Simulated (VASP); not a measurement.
## Hf: relaxation of shape and atoms at fixed volume with PBEsol

Crystal: Hf.

```xyz
2
Lattice="3.2179 0.0000 0.0000 -1.6089 2.7868 0.0000 0.0000 0.0000 5.0880" Properties=species:S:1:pos:R:3 pbc="T T T"
Hf    0.0000    1.8578    1.2720
Hf    1.6089    0.9289    3.8160
```

The cell isn't the ideal one: a relaxed cell with its volume scaled by 1.06.

```
Program                : VASP 6.6.1
Task                   : relaxation of shape and atoms at fixed volume
Functional             : PBEsol
Potentials or basis    : VASP PAW PBE potentials, release 64 (Hf_pv)
Cutoff                 : 600 eV
k mesh                 : 15 × 15 × 7
Occupations            : methfessel-paxton, width 0.1 eV
Spin                   : no spin polarisation
Further INCAR settings : ALGO = Normal; EDIFF = 1e-07; IBRION = 2; EDIFFG = -0.01; NSW = 40; ISIF = 4
```

The energy gained by relaxing is 0.0 meV/atom and the ionic steps are 2. The pressure after relaxing is -6.1 GPa and the band gap on the k mesh is none (metal or under the smearing width).

Final structure:
```
Hf
1.0
     3.22004    0.00000    0.00000
    -1.61002    2.78864    0.00000
     0.00000    0.00000    5.08117
Hf
2
Direct
  0.33333 0.66667 0.25000
  0.66667 0.33333 0.75000
```

Levels at points of the mesh, in eV from the Fermi level:
| k point | band 7 | band 8 | band 9 | band 10 | band 11 | band 12 | band 13 | band 14 |
| --- | --- | --- | --- | --- | --- | --- | --- | --- |
| (0.00, 0.00, 0.00) | -7.33 | -3.66 | 0.61 | 1.14 | 1.14 | 1.44 | 1.95 | 1.95 |

Run time: 63 s on 1 thread of Intel(R) Xeon(R) Platinum 8488C (Sapphire Rapids), on a shared host, peak memory 0.23 GiB.

Caveat: the PAW data sets were made with another functional, which shifts forces and pressure a little. Spin-orbit coupling is left out, which matters for the levels of Hf.
